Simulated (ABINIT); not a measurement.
# TiAl (Pm-3m) in ABINIT: reference runs

How does TiAl come out in PBEsol? The cell is run as given and disturbed.

All numbers are computed with ABINIT 10.8.3 (patched build); they aren't measurements. Logs are shortened: lines on timing, memory, paths and dates and some standing lists are left out, and cuts for length are marked. The log counts tension as positive stress, the text compression.

**1. The structure**

Symmetry: Pm-3m, No. 221, cubic system. The conventional cell has a = 3.179 Å, b = 3.179 Å, c = 3.179 Å, α = 90.00°, β = 90.00°, γ = 90.00°. Ti (site symmetry m-3m) is surrounded by 8 Al at 2.75 Å. Around Al (site symmetry m-3m) lie 8 Ti at 2.75 Å.

The cell comes from a database or a generator and needn't be the stable form of this composition.

**2. Single point, PBEsol**

Contents of run.abi:

```
# Pseudopotentials
pp_dirpath "./"
pseudos "Ti.upf, Al.upf"

# Structure
acell 3*1.0
rprim
     6.0075602927     0.0000000000     0.0000000000
     0.0000000000     6.0075602927     0.0000000000
     0.0000000000     0.0000000000     6.0075602927
ntypat 2
znucl 22 13
natom 2
typat 1 2
xcart
     0.0000000000     0.0000000000     0.0000000000
     1.5895320000     1.5895320000     1.5895320000 Angstrom

# Plane-wave basis
ecut 42.0

# k points
kptopt 1
ngkpt 8 8 8
nshiftk 1
shiftk 0.0 0.0 0.0

# Exchange and correlation
ixc -116133

# Bands and occupations
nband 12
occopt 3
tsmear 0.00183747

# SCF cycle
nstep 100
tolvrs 1.0e-10

# Output
iomode 3
prtwf 0
prteig 0
prtebands 0
prtden 1
prtvha 1
prtvclmb 1
prtpot 1
prtelf 1
```

Potentials or basis: PseudoDojo NC SR PBEsol v0.4.1 standard.

Started as:

```console
$ abinit run.abi > log 2>&1
```

run.abo:

```text
.Version 10.8.3 of ABINIT
 Symmetries : space group Pm -3 m (#221); Bravais cP (primitive cubic)
================================================================================
 Values of the parameters that define the memory need of the present run
     intxc =       0    ionmov =       0      iscf =       7    lmnmax =       6
     lnmax =       6     mgfft =      36  mpssoang =       3    mqgrid =    3001
     natom =       2  nloc_mem =       1    nspden =       1   nspinor =       1
    nsppol =       1      nsym =      48    n1xccc =    2501    ntypat =       2
    occopt =       3   xclevel =       2
       mpw =        2857          nfft =       46656          nkpt =          35
================================================================================
================================================================================

--------------------------------------------------------------------------------
------------- Echo of variables that govern the present computation ------------
--------------------------------------------------------------------------------
 -outvars: echo values of preprocessed input variables --------
            acell      1.0000000000E+00  1.0000000000E+00  1.0000000000E+00 Bohr
              amu      4.78800000E+01  2.69815390E+01
             ecut      4.20000000E+01 Hartree
              ixc     -116133
         kptrlatt        8    0    0      0    8    0      0    0    8
          kptrlen      4.80604823E+01
            natom           2
            nband          12
            ngfft          36      36      36
             nkpt          35
            nstep         100
             nsym          48
           ntypat           2
           occopt           3
        prtebands           0
           prteig           0
           prtelf           1
           prtpot           1
         prtvclmb           1
           prtvha           1
            prtwf           0
            rprim      6.0075602927E+00  0.0000000000E+00  0.0000000000E+00
                       0.0000000000E+00  6.0075602927E+00  0.0000000000E+00
                       0.0000000000E+00  0.0000000000E+00  6.0075602927E+00
          spgroup         221
           tolvrs      1.00000000E-10
           tsmear      1.83747000E-03 Hartree
            typat      1  2
           xangst      0.0000000000E+00  0.0000000000E+00  0.0000000000E+00
                       1.5895319989E+00  1.5895319989E+00  1.5895319989E+00
            xcart      0.0000000000E+00  0.0000000000E+00  0.0000000000E+00
                       3.0037801464E+00  3.0037801464E+00  3.0037801464E+00
             xred      0.0000000000E+00  0.0000000000E+00  0.0000000000E+00
                       5.0000000000E-01  5.0000000000E-01  5.0000000000E-01
            znucl       22.00000   13.00000

================================================================================

[... 103 lines left out ...]
...

 Integrated electronic density in atomic spheres:
 ------------------------------------------------
 Atom  Sphere_radius  Integrated_density
    1        2.00000          9.52439429
    2        2.00000          0.92125349
================================================================================

 ----iterations are completed or convergence reached----

 Mean square residual over all n,k,spin=   31.208E-07; max=  34.735E-05
 reduced coordinates (array xred) for    2 atoms
       0.000000000000      0.000000000000      0.000000000000
       0.500000000000      0.500000000000      0.500000000000
 rms dE/dt=  0.0000E+00; max dE/dt=  0.0000E+00; dE/dt below (all hartree)
    1       0.000000000000      0.000000000000      0.000000000000
    2       0.000000000000      0.000000000000      0.000000000000

 cartesian coordinates (angstrom) at end:
    1      0.00000000000000     0.00000000000000     0.00000000000000
    2      1.58953199893294     1.58953199893294     1.58953199893294

 cartesian forces (hartree/bohr) at end:
    1     -0.00000000000000    -0.00000000000000    -0.00000000000000
    2     -0.00000000000000    -0.00000000000000    -0.00000000000000
 frms,max,avg= 0.0000000E+00 0.0000000E+00   0.000E+00  0.000E+00  0.000E+00 h/b

 cartesian forces (eV/Angstrom) at end:
    1     -0.00000000000000    -0.00000000000000    -0.00000000000000
    2     -0.00000000000000    -0.00000000000000    -0.00000000000000
 frms,max,avg= 0.0000000E+00 0.0000000E+00   0.000E+00  0.000E+00  0.000E+00 e/A
 length scales=  1.000000000000  1.000000000000  1.000000000000 bohr
              =  0.529177210544  0.529177210544  0.529177210544 angstroms
 Fermi (or HOMO) energy (hartree) =   0.34601   Average Vxc (hartree)=  -0.40671
 Eigenvalues (hartree) for nkpt=  35  k points:
 kpt#   1, nband= 12, wtk=  0.00195, kpt=  0.0000  0.0000  0.0000 (reduced coord)
  -1.73596   -0.86544   -0.86544   -0.86544    0.00557    0.29344    0.29344    0.41200
   0.41200    0.41200    0.50793    0.50793
      occupation numbers for kpt#   1
   2.00000    2.00000    2.00000    2.00000    2.00000    2.00000    2.00000    0.00000
   0.00000    0.00000    0.00000    0.00000
 prteigrs : prtvol=0 or 1, do not print more k-points.

--- !EnergyTerms
iteration_state     : {dtset: 1, }
comment             : Components of total free energy in Hartree
kinetic             :  2.44457408019440E+01
hartree             :  1.57872421007827E+01
xc                  : -9.75725077227679E+00
Ewald energy        : -4.09355778584705E+01
psp_core            :  1.06916820047656E+00
local_psp           : -5.30776644135683E+01
non_local_psp       :  8.28444879783252E-01
internal            : -6.16398970613291E+01
'-kT*entropy'       : -8.64559019017462E-04
total_energy        : -6.16407616203482E+01
total_energy_eV     : -1.67733057294774E+03
band_energy         : -7.04912797542691E+00
...

 Cartesian components of stress tensor (hartree/bohr^3)
  sigma(1 1)=  8.22022238E-05  sigma(3 2)=  0.00000000E+00
  sigma(2 2)=  8.22022238E-05  sigma(3 1)=  0.00000000E+00
  sigma(3 3)=  8.22022238E-05  sigma(2 1)=  0.00000000E+00

-Cartesian components of stress tensor (GPa)         [Pressure= -2.4185E+00 GPa]
- sigma(1 1)=  2.41847292E+00  sigma(3 2)=  0.00000000E+00
- sigma(2 2)=  2.41847292E+00  sigma(3 1)=  0.00000000E+00
- sigma(3 3)=  2.41847292E+00  sigma(2 1)=  0.00000000E+00

== END DATASET(S) ==============================================================
================================================================================

 -outvars: echo values of variables after computation  --------
            acell      1.0000000000E+00  1.0000000000E+00  1.0000000000E+00 Bohr
           etotal     -6.1640761620E+01
            fcart     -0.0000000000E+00 -0.0000000000E+00 -0.0000000000E+00
                      -0.0000000000E+00 -0.0000000000E+00 -0.0000000000E+00
            rprim      6.0075602927E+00  0.0000000000E+00  0.0000000000E+00
                       0.0000000000E+00  6.0075602927E+00  0.0000000000E+00
                       0.0000000000E+00  0.0000000000E+00  6.0075602927E+00
           strten      8.2202223793E-05  8.2202223793E-05  8.2202223793E-05
                       0.0000000000E+00  0.0000000000E+00  0.0000000000E+00
           xangst      0.0000000000E+00  0.0000000000E+00  0.0000000000E+00
                       1.5895319989E+00  1.5895319989E+00  1.5895319989E+00
             xred      0.0000000000E+00  0.0000000000E+00  0.0000000000E+00
                       5.0000000000E-01  5.0000000000E-01  5.0000000000E-01
 Calculation completed.
```

Run time: 30 s. Hardware: 1 thread of Arm Neoverse V2, shared host; peak memory 0.08 GiB.

Results:

| Item | Value |
| --- | --- |
| Free energy | -1677.3306 eV |
| Pressure | -2.4 GPa |
| Band gap on the k mesh | none (metal or under the smearing width) |
| Valence electrons inside the program's atomic spheres | Ti 9.52; Al 0.92 |

**3. Single point, PBEsol (atoms moved at random, drawn with an rms of 0.05 Å)**

Contents of run.abi:

```
pp_dirpath "./"
pseudos "Ti.upf, Al.upf"

acell 3*1.0 Angstrom
rprim
     3.1790640000     0.0000000000     0.0000000000
     0.0000000000     3.1790640000     0.0000000000
     0.0000000000     0.0000000000     3.1790640000
ntypat 2
znucl 22 13
natom 2
typat 1 2
xred
    -0.0011440000     0.0075800000     0.0017040000
     0.5093050000     0.5064700000     0.5006210000
chkprim 0
chksymtnons 0
tolsym 1.0e-6

ecut 42.0

kptopt 1
ngkpt 8 8 8
nshiftk 1
shiftk 0.0 0.0 0.0

ixc -116133

nband 12
occopt 3
tsmear 0.05 eV

nstep 100
tolvrs 1.0e-10

iomode 3
prtwf 0
prtden 0
prteig 0
prtebands 0
enunit 1
```

Potentials or basis: PseudoDojo NC SR PBEsol v0.4.1 standard.

Started as:

```console
$ abinit run.abi > log 2>&1
```

run.abo:

```text
.Version 10.8.3 of ABINIT
 Symmetries : space group P1 (#  1); Bravais aP (primitive triclinic)
================================================================================
 Values of the parameters that define the memory need of the present run
     intxc =       0    ionmov =       0      iscf =       7    lmnmax =       6
     lnmax =       6     mgfft =      36  mpssoang =       3    mqgrid =    3001
     natom =       2  nloc_mem =       1    nspden =       1   nspinor =       1
    nsppol =       1      nsym =       1    n1xccc =    2501    ntypat =       2
    occopt =       3   xclevel =       2
       mpw =        2857          nfft =       46656          nkpt =         260
================================================================================
================================================================================

--------------------------------------------------------------------------------
------------- Echo of variables that govern the present computation ------------
--------------------------------------------------------------------------------
 -outvars: echo values of preprocessed input variables --------
            acell      1.8897261259E+00  1.8897261259E+00  1.8897261259E+00 Bohr
              amu      4.78800000E+01  2.69815390E+01
          chkprim           0
      chksymtnons           0
             ecut      4.20000000E+01 Hartree
           enunit           1
                       outvar_i_n : Printing only first  50 k-points.
              ixc     -116133
                       outvar_i_n : Printing only first  50 k-points.
         kptrlatt        8    0    0      0    8    0      0    0    8
          kptrlen      4.80604824E+01
            natom           2
            nband          12
            ngfft          36      36      36
             nkpt         260
            nstep         100
             nsym           1
           ntypat           2
                       prtocc : prtvol=0, do not print more k-points.
           occopt           3
           prtden           0
        prtebands           0
           prteig           0
            prtwf           0
            rprim      3.1790640000E+00  0.0000000000E+00  0.0000000000E+00
                       0.0000000000E+00  3.1790640000E+00  0.0000000000E+00
                       0.0000000000E+00  0.0000000000E+00  3.1790640000E+00
          spgroup           1
[... 120 lines left out ...]
    1      -0.024217946199      0.002580694701      0.002517397917
    2       0.024217769910     -0.002579906111     -0.002517154209

 cartesian coordinates (angstrom) at end:
    1     -0.00363684921600     0.02409730512000     0.00541712505600
    2      1.61911319052000     1.61010054408000     1.59150619874400

 cartesian forces (hartree/bohr) at end:
    1      0.00403123012639    -0.00042950886526    -0.00041901802707
    2     -0.00403123012639     0.00042950886526     0.00041901802707
 frms,max,avg= 2.3530739E-03 4.0312301E-03   1.467E-08 -6.563E-08 -2.028E-08 h/b

 cartesian forces (eV/Angstrom) at end:
    1      0.20729418771250    -0.02208623386609    -0.02154677327664
    2     -0.20729418771250     0.02208623386609     0.02154677327664
 frms,max,avg= 1.2099992E-01 2.0729419E-01   7.545E-07 -3.375E-06 -1.043E-06 e/A
 length scales=  1.889726125908  1.889726125908  1.889726125908 bohr
              =  1.000000000000  1.000000000000  1.000000000000 angstroms
 Fermi (or HOMO) energy (eV) =   9.41462   Average Vxc (eV)= -11.06694
 Eigenvalues (   eV  ) for nkpt= 260  k points:
 kpt#   1, nband= 12, wtk=  0.00195, kpt=  0.0000  0.0000  0.0000 (reduced coord)
 -47.23778  -23.54992  -23.54988  -23.54979    0.15177    7.98360    7.98367   11.20952
  11.21016   11.21036   13.82273   13.82447
 prteigrs : prtvol=0 or 1, do not print more k-points.

--- !EnergyTerms
iteration_state     : {dtset: 1, }
comment             : Components of total free energy in Hartree
kinetic             :  2.44463104626730E+01
hartree             :  1.57884745927268E+01
xc                  : -9.75738515594001E+00
Ewald energy        : -4.09341777717273E+01
psp_core            :  1.06916819832335E+00
local_psp           : -5.30806493891947E+01
non_local_psp       :  8.28491444003652E-01
internal            : -6.16397676191352E+01
'-kT*entropy'       : -8.64660085756112E-04
total_energy        : -6.16406322792210E+01
total_energy_eV     : -1.67732705339637E+03
band_energy         : -7.04920178983079E+00
...

 Cartesian components of stress tensor (hartree/bohr^3)
  sigma(1 1)=  8.18243822E-05  sigma(3 2)= -3.32346515E-08
  sigma(2 2)=  8.01038415E-05  sigma(3 1)=  3.11985559E-07
  sigma(3 3)=  8.01032278E-05  sigma(2 1)=  3.19585920E-07

-Cartesian components of stress tensor (GPa)         [Pressure= -2.3736E+00 GPa]
- sigma(1 1)=  2.40735644E+00  sigma(3 2)= -9.77797205E-04
- sigma(2 2)=  2.35673638E+00  sigma(3 1)=  9.17893204E-03
- sigma(3 3)=  2.35671833E+00  sigma(2 1)=  9.40254240E-03

== END DATASET(S) ==============================================================
================================================================================

 -outvars: echo values of variables after computation  --------
            acell      1.8897261259E+00  1.8897261259E+00  1.8897261259E+00 Bohr
           etotal     -6.1640632279E+01
            fcart      4.0312301264E-03 -4.2950886526E-04 -4.1901802707E-04
                      -4.0312301264E-03  4.2950886526E-04  4.1901802707E-04
            rprim      3.1790640000E+00  0.0000000000E+00  0.0000000000E+00
                       0.0000000000E+00  3.1790640000E+00  0.0000000000E+00
                       0.0000000000E+00  0.0000000000E+00  3.1790640000E+00
           strten      8.1824382228E-05  8.0103841504E-05  8.0103227849E-05
                      -3.3234651483E-08  3.1198555891E-07  3.1958592046E-07
           xangst     -3.6368492160E-03  2.4097305120E-02  5.4171250560E-03
                       1.6191131905E+00  1.6101005441E+00  1.5915061987E+00
             xred     -1.1440000000E-03  7.5800000000E-03  1.7040000000E-03
                       5.0930500000E-01  5.0647000000E-01  5.0062100000E-01
 Calculation completed.
```

It took 3.7 min on 1 thread of Arm Neoverse V2, shared host; peak memory 0.2 GiB.

What came out:

```yaml
Free_energy: -1677.3271 eV
Pressure: -2.4 GPa
Largest_force: 0.210 eV/Å
Band_gap_on_the_k_mesh: none (metal or under the smearing width)
Valence_electrons_inside_the_program's_atomic_spheres: Ti 9.54; Al 0.93
```

Forces in eV/Å, atoms in the order of the input:
```
Ti   0.207 -0.022 -0.022
Al  -0.207  0.022  0.022
```

Levels at points of the mesh, in eV from the Fermi level:
| k point | band 5 | band 6 | band 7 | band 8 | band 9 | band 10 |
| --- | --- | --- | --- | --- | --- | --- |
| (0.00, 0.00, 0.00) | -9.26 | -1.43 | -1.43 | 1.79 | 1.80 | 1.80 |
| (0.50, 0.00, 0.00) | -6.02 | -5.19 | -0.54 | 0.14 | 0.14 | 2.00 |
| (0.00, 0.50, 0.00) | -6.01 | -5.19 | -0.54 | 0.13 | 0.14 | 2.00 |
| (0.50, 0.50, 0.00) | -5.01 | -2.10 | -2.09 | -1.47 | 0.69 | 0.70 |
| (0.00, 0.00, 0.50) | -6.01 | -5.19 | -0.54 | 0.13 | 0.14 | 2.00 |
| (0.50, 0.00, 0.50) | -5.01 | -2.10 | -2.09 | -1.47 | 0.69 | 0.70 |
| (0.00, 0.50, 0.50) | -5.01 | -2.09 | -2.09 | -1.47 | 0.70 | 0.70 |
| (0.50, 0.50, 0.50) | -3.10 | -3.10 | -3.10 | 0.64 | 2.84 | 2.90 |
